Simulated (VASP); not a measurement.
# Se (Cmcm) in VASP: notebook

Runs on Se. Level: PBE. Tasks: single point.

All numbers are computed with VASP 6.6.1; they aren't measurements. Logs are shortened: lines on timing, memory, paths and dates and some standing lists are left out, and cuts for length are marked.

### Step 1. The structure

Symmetry: Cmcm, No. 63, orthorhombic system. Conventional cell: a = 2.789 Å, b = 8.078 Å, c = 4.613 Å, α = 90.00°, β = 90.00°, γ = 90.00°. Around Se (site symmetry m2m) lie 4 Se at 2.53 to 2.79 Å.

This isn't the form of Se at room conditions, which is trigonal, of chains.

### Step 2. Single point, PBE

File INCAR:

```
SYSTEM = Se
  PREC = Accurate
  ENCUT = 400
  EDIFF = 1E-6
  ISMEAR = 0
  SIGMA = 0.05
  LREAL = .False.
  LASPH = .True.
  NELM = 100
  ALGO = Normal
  ISIF = 2
  LWAVE = .False.
  LCHARG = .False.
  GGA = PE
  ADDGRID = .False.
```

File KPOINTS:

```
regular mesh
0
Gamma
  4 4 3
  0 0 0
```

File POSCAR:

```
Se
1.0
    1.3942694300     -4.0390027650      0.0000000000
    1.3942694300      4.0390027650      0.0000000000
    0.0000000000      0.0000000000      4.6134314000
Se
2
Direct
    0.0643446800      0.9356553200      0.2500000000
    0.9356553200      0.0643446800      0.7500000000
```

Potentials or basis: VASP PAW PBE potentials, release 64 (Se).

Command:

```
$ cat potpaw_PBE.64/Se/POTCAR > POTCAR
$ mpirun -np 1 vasp_std > vasp.out
```

OUTCAR:

```text
SYSTEM = Se
   PREC = Accurate
   ENCUT = 400
   EDIFF = 1E-6
   ISMEAR = 0
   LREAL = .False.
   LASPH = .True.
   NELM = 100
   ISIF = 2
   GGA = PE

 Found     14 irreducible k-points:

 Following reciprocal coordinates:
            Coordinates               Weight
  0.000000  0.000000  0.000000      1.000000
  0.250000 -0.000000  0.000000      4.000000
  0.500000 -0.000000  0.000000      2.000000
  0.250000  0.250000  0.000000      2.000000
  0.500000  0.250000  0.000000      4.000000
 -0.250000  0.250000  0.000000      2.000000
   k-points           NKPTS =     14   k-points in BZ     NKDIM =     14   number of bands    NBANDS=     10
   number of dos      NEDOS =    301   number of ions     NIONS =      2
   total plane-waves  NPLWV =  23520
   dimension x,y,z NGX =    28 NGY =   28 NGZ =   30
   dimension x,y,z NGXF=    56 NGYF=   56 NGZF=   60
   ions per type =               2
   NGX,Y,Z   is equivalent  to a cutoff of  10.89, 10.89, 10.81 a.u.
   NGXF,Y,Z  is equivalent  to a cutoff of  21.79, 21.79, 21.62 a.u.
 SYSTEM =  Se
   PREC   = accura    normal or accurate (medium, high low for compatibility)
   ISTART =      0    job   : 0-new  1-cont  2-samecut
   ICHARG =      2    charge: 1-file 2-atom 10-const
   ISPIN  =      1    spin polarized calculation?
   LNONCOLLINEAR =      F non collinear calculations
   LSORBIT =      F    spin-orbit coupling
   LASPH  =      T    aspherical Exc in radial PAW
   ENCUT  =  400.0 eV  29.40 Ry    5.42 a.u.   6.97  6.97  7.52*2*pi/ulx,y,z
   NELM   =    100;   NELMIN=  2; NELMDL= -5     # of ELM steps
   EDIFF  = 0.1E-05   stopping-criterion for ELM
   LREAL  =      F    real-space projection
   EDIFFG = 0.1E-04   stopping-criterion for IOM
   NSW    =      0    number of steps for IOM
   IBRION =     -1    ionic relax: 0-MD 1-quasi-New 2-CG
   NFREE  =      0    steps in history (QN), initial steepest desc. (CG)
   ISIF   =      2    stress and relaxation
   ISYM   =      2    0-nonsym 1-usesym 2-fastsym
   POTIM  = 0.5000    time-step for ionic-motion
   TEBEG  =    0.0;   TEEND  =   0.0 temperature during run
   PSTRESS=    0.0 pullay stress
   NELECT =      12.0000    total number of electrons
   NUPDOWN=      -1.0000    fix difference up-down
   EMIN   =  10.00;   EMAX   =-10.00  energy-range for DOS
   EFERMI =   0.00;   METHOD = LEGACY
   ISMEAR =     0;   SIGMA  =   0.05  broadening in eV -4-tet -1-fermi 0-gaus
   EFERMI_NEDOS =   21; number of points for ismear=-14 and -15
   IALGO  =     38    algorithm
   IMIX   =      4    mixing-type and parameters
     AMIX     =   0.40;   BMIX     =  1.00
     AMIX_MAG =   1.60;   BMIX_MAG =  1.00
  volume/ion in A,a.u.               =      25.98       175.32
  Fermi-wavevector in a.u.,A,eV,Ry     =   1.004408  1.898056 13.726046  1.008836
  Thomas-Fermi vector in A             =   2.137022
   LORBIT       =      0    0 simple, 1 ext, 2 COOP (PROOUT), +10 PAW based schemes
   GGA     = PE    functional components
   LHFCALC =     F    Hartree Fock is set to
   AEXX    =    0.0000 exact exchange contribution
   IVDW    =     0    specifies the selected vdW correction
   LEPSILON=     F    determine dielectric tensor
   LRPA    =     F    only Hartree local field effects (RPA)
 non-spin polarized calculation
 Gauss-broadening in eV      SIGMA  =   0.05
  energy-cutoff  :      400.00
  volume of cell :       51.96
 maximum number of plane-waves:       958
   NGX = 13   NGY = 13   NGZ = 15

 number of electron      11.9999998 magnetization

 Free energy of the ion-electron system (eV)
  ---------------------------------------------------
  ext. energy  EPLUGINS =         0.00000000
  ---------------------------------------------------
  free energy    TOTEN  =        -6.55974832 eV

  energy without entropy =       -6.55616873  energy(sigma->0) =       -6.55795853

 E-fermi :   2.9255     XC(G=0):  -9.0979

 val. band max:        2.9205193266   @ k =   0.2500   0.2500   0.0000
 cond. band min:       2.9678511852   @ k =   0.2500  -0.0000   0.3333
 fundamental gap:      0.0473318586
 Fermi energy:         2.9254678216

 k-point     1 :       0.0000    0.0000    0.0000
  band No.  band energies     occupation
      1     -12.6648      2.00000
      2      -8.6865      2.00000
      3      -3.2794      2.00000
      4       0.8810      2.00000
      5       1.0567      2.00000
      6       5.3327      0.00000
      7       5.6599      0.00000
      8       7.7086      0.00000
      9       8.7010      0.00000
     10      10.0775      0.00000

 k-point     2 :       0.2500   -0.0000    0.0000
  band No.  band energies     occupation
      1     -11.7543      2.00000
      2      -7.8241      2.00000
      3      -2.4801      2.00000
      4       0.1310      2.00000
      5       1.1550      2.00000
      6       2.1522      2.00000
      7       3.1945      0.00000
      8       6.0451      0.00000
      9       9.8741      0.00000
     10      11.2725      0.00000

 k-point     3 :       0.5000   -0.0000    0.0000
  band No.  band energies     occupation
      1     -10.3809      2.00000
      2      -6.4958      2.00000
      3      -3.3033      2.00000
      4      -1.4028      2.00000
      5      -0.2705      2.00000
      6       2.0252      2.00000
      7       2.8504      1.96634
      8       6.5183      0.00000
      9       8.2610      0.00000
     10       9.0303      0.00000

 k-point     4 :       0.2500    0.2500    0.0000
  band No.  band energies     occupation
      1     -10.3814      2.00000
      2      -6.4922      2.00000
      3      -3.3021      2.00000
      4      -1.4031      2.00000
      5      -0.3077      2.00000
      6       2.0080      2.00000
      7       2.9205      1.11131
      8       6.6016      0.00000
      9       8.0809      0.00000
     10       9.4632      0.00000

 k-point     5 :       0.5000    0.2500    0.0000
  band No.  band energies     occupation
      1     -11.5876      2.00000
      2      -7.9594      2.00000
      3      -2.2959      2.00000
      4      -0.0867      2.00000
      5       0.2173      2.00000
      6       1.9963      2.00000
      7       3.2632      0.00000
      8       5.0416      0.00000
      9      11.2801      0.00000
     10      11.7819      0.00000

 k-point     6 :      -0.2500    0.2500    0.0000
  band No.  band energies     occupation
      1     -12.5374      2.00000
      2      -8.7825      2.00000
      3      -3.1316      2.00000
      4      -0.4955      2.00000
      5       1.4968      2.00000
      6       4.7223      0.00000
      7       5.2321      0.00000
      8       7.7632      0.00000
      9       9.7841      0.00000
     10      11.8984      0.00000

 [... further k-points ...]
[... 5 lines left out ...]
  --------------------------------------------------------------------------------------
  -------------------------------------------------------------------------------------
  Total        1.2710122      0.0753282      0.7340804      0.0000000      0.0000000      0.0000000
  in kB       39.1909126      2.3226994     22.6349381      0.0000000      0.0000000      0.0000000
  external PRESSURE =      21.3828500 kB  Pullay stress =       0.0000000 kB

 VOLUME and BASIS-vectors are now :
 -----------------------------------------------------------------------------
  energy-cutoff  :      400.00
  volume of cell :       51.96
      direct lattice vectors                 reciprocal lattice vectors
     1.394269430 -4.039002765  0.000000000     0.358610746 -0.123792933  0.000000000
     1.394269430  4.039002765  0.000000000     0.358610746  0.123792933  0.000000000
     0.000000000  0.000000000  4.613431400     0.000000000  0.000000000  0.216758398

 POSITION                                       TOTAL-FORCE (eV/Angst)
 -----------------------------------------------------------------------------------
      1.39427      3.51923      1.15336         0.000000      0.183548     -0.000000
      1.39427     -3.51923      3.46007         0.000000     -0.183548      0.000000
 -----------------------------------------------------------------------------------
    total drift:                                0.000000      0.000000      0.000000

  FREE ENERGIE OF THE ION-ELECTRON SYSTEM (eV)
  ---------------------------------------------------
  free  energy   TOTEN  =        -6.5597483249 eV

  energy  without entropy=       -6.5561687330  energy(sigma->0) =       -6.55795853
```

Wall time 4.2 s (1 thread of Intel Xeon Platinum 8488C (Sapphire Rapids), shared host); peak memory 0.14 GiB.

The run converged, but some of its settings lie outside the range that counts as converged, so its numbers aren't taken as properties of the crystal.

What came out:

```
Free energy            : -6.5597 eV
Pressure               : 2.1 GPa
Largest force          : 0.184 eV/Å
Band gap on the k mesh : none (metal or under the smearing width)
```

Caveat: the k mesh is coarse (spacing up to 0.60 Å⁻¹), so the values aren't converged.

### Step 3. Single point, PBE

INCAR: that of step 2 with these lines changed.

```diff
@@ -2,3 +2,3 @@
   PREC = Accurate
-  ENCUT = 400
+  ENCUT = 460
   EDIFF = 1E-6
```

KPOINTS is that of step 2.

POSCAR is that of step 2.

Potentials or basis: VASP PAW PBE potentials, release 64 (Se).

Command:

```
$ cat potpaw_PBE.64/Se/POTCAR > POTCAR
$ mpirun -np 1 vasp_std > vasp.out
```

Run time: 5 s. Hardware: 1 thread of Intel Xeon Platinum 8488C (Sapphire Rapids), shared host; peak memory 0.16 GiB.

The run converged, but some of its settings lie outside the range that counts as converged, so its numbers aren't taken as properties of the crystal.

Results:

```
Free energy            : -6.5597 eV
Pressure               : 2.2 GPa
Largest force          : 0.184 eV/Å
Band gap on the k mesh : none (metal or under the smearing width)
```

Caveat: the k mesh is coarse (spacing up to 0.60 Å⁻¹), so the values aren't converged.

### Step 4. Single point, PBE

INCAR: that of step 3 with these lines changed.

```diff
@@ -2,3 +2,3 @@
   PREC = Accurate
-  ENCUT = 460
+  ENCUT = 520
   EDIFF = 1E-6
```

KPOINTS is that of step 3.

POSCAR is that of step 3.

Command:

```
$ cat potpaw_PBE.64/Se/POTCAR > POTCAR
$ mpirun -np 1 vasp_std > vasp.out
```

It took 5.2 s on 1 thread of Intel Xeon Platinum 8488C (Sapphire Rapids), shared host; peak memory 0.17 GiB.

These settings aren't checked as converged: the numbers below hold their error.

What came out:

- Free energy: -6.5599 eV
- Pressure: 2.2 GPa
- Largest force: 0.184 eV/Å
- Band gap on the k mesh: none (metal or under the smearing width)

Caveat: the k mesh is coarse (spacing up to 0.60 Å⁻¹), so the values aren't converged.

### Step 5. Single point, PBE

INCAR: that of step 4 with these lines changed.

```diff
@@ -2,3 +2,3 @@
   PREC = Accurate
-  ENCUT = 520
+  ENCUT = 280
   EDIFF = 1E-6
```

File KPOINTS:

```
regular mesh
0
Gamma
  6 6 4
  0 0 0
```

POSCAR is that of step 4.

Command:

```
$ cat potpaw_PBE.64/Se/POTCAR > POTCAR
$ mpirun -np 1 vasp_std > vasp.out
```

It took 4.7 s on 1 thread of Intel Xeon Platinum 8488C (Sapphire Rapids), shared host; peak memory 0.14 GiB.

These settings aren't checked as converged: the numbers below hold their error.

What came out:

```
Free energy            : -6.6533 eV
Pressure               : 1.6 GPa
Largest force          : 0.329 eV/Å
Band gap on the k mesh : none (metal or under the smearing width)
```

Caveat: the k mesh is coarse (spacing up to 0.40 Å⁻¹), so the values aren't converged.

### Step 6. Single point, PBE

INCAR: that of step 5 with these lines changed.

```diff
@@ -2,3 +2,3 @@
   PREC = Accurate
-  ENCUT = 280
+  ENCUT = 650
   EDIFF = 1E-6
```

File KPOINTS:

```
regular mesh
0
Gamma
  4 4 3
  0 0 0
```

POSCAR is that of step 5.

Potentials or basis: VASP PAW PBE potentials, release 64 (Se).

Command:

```
$ cat potpaw_PBE.64/Se/POTCAR > POTCAR
$ mpirun -np 1 vasp_std > vasp.out
```

It took 7.4 s on 1 thread of Intel Xeon Platinum 8488C (Sapphire Rapids), shared host; peak memory 0.2 GiB.

The run converged, but some of its settings lie outside the range that counts as converged, so its numbers aren't taken as properties of the crystal.

Results:

| Quantity | Value |
| --- | --- |
| Free energy | -6.5600 eV |
| Pressure | 2.2 GPa |
| Largest force | 0.184 eV/Å |
| Band gap on the k mesh | none (metal or under the smearing width) |

Caveat: the k mesh is coarse (spacing up to 0.60 Å⁻¹), so the values aren't converged.
